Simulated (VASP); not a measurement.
# La2O3: input slips in a relaxation and what they do, part 2 of 2

Aim: see how common mistakes in a VASP relaxation show up, on La2O3. The starting structure is a computed structure from the Materials Project. The first relaxation on each setting starts from this cell expanded by 3 % in volume.

VASP 6.6.1.

Results so far: reference 15.95 Å³ an atom; a smearing far too wide 16.12 Å³ an atom.

### Step 5. Relaxation with too few electronic steps

Level of this step: PBEsol; plane waves and PAW (La, O) (VASP).

A slip made on purpose: too few electronic steps. Against step 2 the input has NELM = 4 (also changed: NSW).

INCAR reads:

```
SYSTEM = La2O3
PREC = Accurate
ENCUT = 520
EDIFF = 1E-06
NELM = 4
ISMEAR = 0
SIGMA = 0.03
LREAL = .FALSE.
ALGO = Normal
GGA = PS
NBANDS = 26
LASPH = .TRUE.
LORBIT = 11
LWAVE = .FALSE.
LCHARG = .FALSE.
KPAR = 8
IBRION = 2
NSW = 30
ISIF = 3
EDIFFG = -0.006
```

POSCAR reads:

```
La2O3
1.0
    3.9696990021      0.0000000000      0.0000000000
   -1.9848495010      3.4378601812      0.0000000000
    0.0000000000      0.0000000000      6.1724718471
La O
2 3
Direct
    0.3333333333      0.6666666667      0.2462356800
    0.6666666667      0.3333333333      0.7537643200
    0.0000000000      0.0000000000      0.0000000000
    0.3333333333      0.6666666667      0.6458906500
    0.6666666667      0.3333333333      0.3541093500
```

KPOINTS reads:

```
Automatic mesh
0
Gamma
6 6 4
0 0 0
```

The projector-augmented-wave data sets are La and O (PBE family, release 64).

Command:

```
> mpirun -np 8 vasp_std
```

The log of the run:

```text
[... set-up lines as in an earlier step ...]
 entering main loop
       N       E                     dE             d eps       ncg     rms          rms(c)
DAV:   1     0.470772596494E+03    0.47077E+03   -0.15824E+04  1296   0.234E+03
DAV:   2     0.812097223180E+02   -0.38956E+03   -0.37915E+03  1768   0.372E+02
DAV:   3    -0.324706343662E+02   -0.11368E+03   -0.11059E+03  2138   0.202E+02
DAV:   4    -0.477205669282E+02   -0.15250E+02   -0.15227E+02  2150   0.784E+01
 -----------------------------------------------------------------------------
|                                                                             |
|           W    W    AA    RRRRR   N    N  II  N    N   GGGG   !!!           |
|           W    W   A  A   R    R  NN   N  II  NN   N  G    G  !!!           |
|           W    W  A    A  R    R  N N  N  II  N N  N  G       !!!           |
|           W WW W  AAAAAA  RRRRR   N  N N  II  N  N N  G  GGG   !            |
|           WW  WW  A    A  R   R   N   NN  II  N   NN  G    G                |
|           W    W  A    A  R    R  N    N  II  N    N   GGGG   !!!           |
[...]
[... from here on, the cycles between the ionic steps are left out ...]
   2 F= -.18841043E+03 E0= -.18841043E+03  d E =-.140690E+03
[...]
|     The electronic self-consistency was not achieved in the given           |
   3 F= 0.26896497E+03 E0= 0.26897369E+03  d E =0.316686E+03
   5 F= 0.24004038E+02 E0= 0.24006711E+02  d E =0.717246E+02
   7 F= 0.94143576E+02 E0= 0.94154088E+02  d E =0.141864E+03
   9 F= 0.56142928E+02 E0= 0.56142996E+02  d E =0.103863E+03
  11 F= -.84266527E+02 E0= -.84261134E+02  d E =-.145042E+03
  13 F= 0.33403154E+02 E0= 0.33423383E+02  d E =-.273723E+02
  15 F= 0.55684759E+02 E0= 0.55685111E+02  d E =-.509068E+01
  17 F= -.99112744E+02 E0= -.99112744E+02  d E =-.154798E+03
  19 F= 0.43943428E+02 E0= 0.43953516E+02  d E =-.117413E+02
  21 F= 0.49048129E+02 E0= 0.49048149E+02  d E =-.663663E+01
  23 F= -.32666245E+02 E0= -.32660523E+02  d E =-.835837E+02
  25 F= 0.46581536E+02 E0= 0.46597580E+02  d E =-.433591E+01
  27 F= 0.49150157E+02 E0= 0.49157062E+02  d E =-.176729E+01
  29 F= 0.49275802E+02 E0= 0.49279800E+02  d E =-.164165E+01
  30 F= 0.19991574E+02 E0= 0.20004850E+02  d E =-.292842E+02
 trial-energy change:  -29.284228  1 .order   19.471768  -12.562591   51.506127
 step:   0.0172(harm=  0.0172)  dis= 0.00037  next Energy=    48.044166 (dE=-0.123E+01)
```

Run time: 2 min. Hardware: 8 MPI ranks of Intel Xeon 6975P-C (Granite Rapids), shared host; peak memory 2 GiB.

OUTCAR, selected parts (step 5):

```text
  Total      367.3486143    367.3486143    332.2053050      0.0000000      0.0000000     -0.0000000
  in kB     1266.4173763   1266.4173763   1145.2624413      0.0000000      0.0000000     -0.0000000
  external PRESSURE =    1226.0323980 kB  Pullay stress =       0.0000000 kB

 POSITION                                       TOTAL-FORCE (eV/Angst)
 -----------------------------------------------------------------------------------
     -0.00000      3.98715      2.91368        -0.000000      0.000000      0.326028
      3.45298      1.99358      8.33843         0.000000     -0.000000     -0.326028
      6.90595      0.00000     -0.00000        -0.000000     -0.000000      0.000000
     -0.00000      3.98715      7.22664        -0.000000      0.000000      0.066001
      3.45298      1.99358      4.02547         0.000000     -0.000000     -0.066001
 -----------------------------------------------------------------------------------
    total drift:                               -0.000000      0.000000      0.000000

  FREE ENERGIE OF THE ION-ELECTRON SYSTEM (eV)
  ---------------------------------------------------
  free  energy   TOTEN  =        19.9915738580 eV

  energy  without entropy=       20.0181266044  energy(sigma->0) =       20.00485023

[... 1 part as in an earlier step ...]

[... 2 further parts left out ...]
[key lines of the parts left out:]
E-fermi :  -2.1514
```

The relaxation used up its 30 ionic steps (NSW) before forces and stress met EDIFFG.

### Step 6. Relaxation with a loose electronic threshold

A slip made on purpose: a loose electronic threshold. Against step 2 the input has EDIFF = 0.01 (also changed: NELM and NSW).

Changes to INCAR since step 5:

```diff
@@ -3,4 +3,4 @@
 ENCUT = 520
-EDIFF = 1E-06
-NELM = 4
+EDIFF = 0.01
+NELM = 60
 ISMEAR = 0
```

POSCAR is that of step 5.

KPOINTS is that of step 5.

Command:

```
> mpirun -np 8 vasp_std
```

The log of the run:

```text
[... set-up lines as in an earlier step ...]
 entering main loop
       N       E                     dE             d eps       ncg     rms          rms(c)
[... 4 cycles as in an earlier step ...]
DAV:   5    -0.487091606700E+02   -0.98859E+00   -0.98796E+00  2120   0.233E+01    0.137E+01
DAV:   6    -0.437664975476E+02    0.49427E+01   -0.45600E+01  1952   0.382E+01    0.741E+00
DAV:   7    -0.436714976027E+02    0.95000E-01   -0.53525E+00  2456   0.222E+01    0.331E+00
DAV:   8    -0.436238867943E+02    0.47611E-01   -0.52997E-01  2096   0.582E+00    0.120E+00
DAV:   9    -0.436139308555E+02    0.99559E-02   -0.79142E-02  2208   0.229E+00
   1 F= -.43613931E+02 E0= -.43613931E+02  d E =-.436139E+02
[... from here on, the cycles between the ionic steps are left out ...]
   2 F= -.43641565E+02 E0= -.43641565E+02  d E =-.276342E-01
   3 F= -.43706754E+02 E0= -.43706754E+02  d E =-.928227E-01
   5 F= -.43692343E+02 E0= -.43692343E+02  d E =-.784124E-01
   7 F= -.43708399E+02 E0= -.43708399E+02  d E =-.944686E-01
   9 F= -.43708827E+02 E0= -.43708827E+02  d E =-.427340E-03
  11 F= -.43709255E+02 E0= -.43709255E+02  d E =-.855971E-03
  13 F= -.43711597E+02 E0= -.43711597E+02  d E =-.234165E-02
  15 F= -.43710925E+02 E0= -.43710925E+02  d E =0.672328E-03
  17 F= -.43710203E+02 E0= -.43710203E+02  d E =0.139377E-02
  19 F= -.43712704E+02 E0= -.43712704E+02  d E =-.230181E-02
  21 F= -.43709163E+02 E0= -.43709163E+02  d E =0.123858E-02
  23 F= -.43711296E+02 E0= -.43711296E+02  d E =-.893860E-03
  25 F= -.43707910E+02 E0= -.43707910E+02  d E =0.338591E-02
  27 F= -.43714009E+02 E0= -.43714009E+02  d E =-.761105E-02
  29 F= -.43712642E+02 E0= -.43712642E+02  d E =-.624464E-02
  30 F= -.43713916E+02 E0= -.43713916E+02  d E =-.751878E-02
[...]
opt :   0.3811  next Energy=   -43.715178 (dE=-0.878E-02)
```

Wall time 88 s (8 MPI ranks); peak memory 2.1 GiB.

From OUTCAR (step 6):

```text
  Total       -0.6089493     -0.6089493     -0.5957190     -0.0000000      0.0000000     -0.0000000
  in kB      -12.2427431    -12.2427431    -11.9767533     -0.0000000      0.0000000     -0.0000000
  external PRESSURE =     -12.1540798 kB  Pullay stress =       0.0000000 kB

 POSITION                                       TOTAL-FORCE (eV/Angst)
 -----------------------------------------------------------------------------------
     -0.00000      2.25319      1.48105        -0.000000      0.000000     -0.026187
      1.95132      1.12659      4.56076         0.000000     -0.000000      0.026187
      0.00000      0.00000      0.00000         0.000000     -0.000000     -0.000000
     -0.00000      2.25319      3.90044         0.000000     -0.000000      0.010152
      1.95132      1.12659      2.14137        -0.000000      0.000000     -0.010152
 -----------------------------------------------------------------------------------
    total drift:                               -0.000000      0.000000     -0.000000

  FREE ENERGIE OF THE ION-ELECTRON SYSTEM (eV)
  ---------------------------------------------------
  free  energy   TOTEN  =       -43.7139162843 eV

  energy  without entropy=      -43.7139162843  energy(sigma->0) =      -43.71391628

[... 1 part as in an earlier step ...]

[... 2 further parts left out ...]
[key lines of the parts left out:]
E-fermi :   6.2609
```

The relaxation used up its 30 ionic steps (NSW) before forces and stress met EDIFFG.

### Step 7. Comparison

```
                                          run            ended  volume (Å³/atom)  change (%)  pressure left (GPa)  core minutes
                                    reference        converged            15.945           -                -0.04          13.0
                      a smearing far too wide        converged            16.121         1.1                  0.0          15.5
a functional's name that the tag doesn't take  stopped by VASP                 -           -                    -         0.747
                     too few electronic steps    not converged                 -           -                    -          15.9
                 a loose electronic threshold    not converged                 -           -                    -          11.7
```

Core minutes are wall time times ranks, summed over the relaxations behind a row (those for a bulk modulus apart), on shared hosts.

### Step 8. Summary of results

```json
{"volume of the reference": "15.95 Å³/atom", "volume against the reference, a smearing far too wide": "+1.10 %", "run with a functional's name that the tag doesn't take": "stopped by VASP", "run with too few electronic steps": "not converged", "run with a loose electronic threshold": "not converged"}
```

What this shows: VASP stopped by itself in the run with a functional's name that the tag doesn't take. The runs with too few electronic steps and a loose electronic threshold didn't converge. Finished, but with signs in the output that stand out against the reference: a smearing far too wide, with the volume changed by +1.1 % (signs: a large entropy term in the energy). The reference was restarted once and the runs with a slip weren't, so their cells may not have settled fully. Further runs on this material are not shown.

[Lines on the potential files, build, host, timing and source positions are cut from VASP's logs without a mark.]

[Logs are printed without paths, hosts, clocks, repeated set-up lines and the standing remarks that a program may print on its own settings, such as how far it seeks lower states.]

[Hosts, paths, dates, database ids (printed as entryN), source tags and the programs' standing remarks are cut or masked in the printed files.]
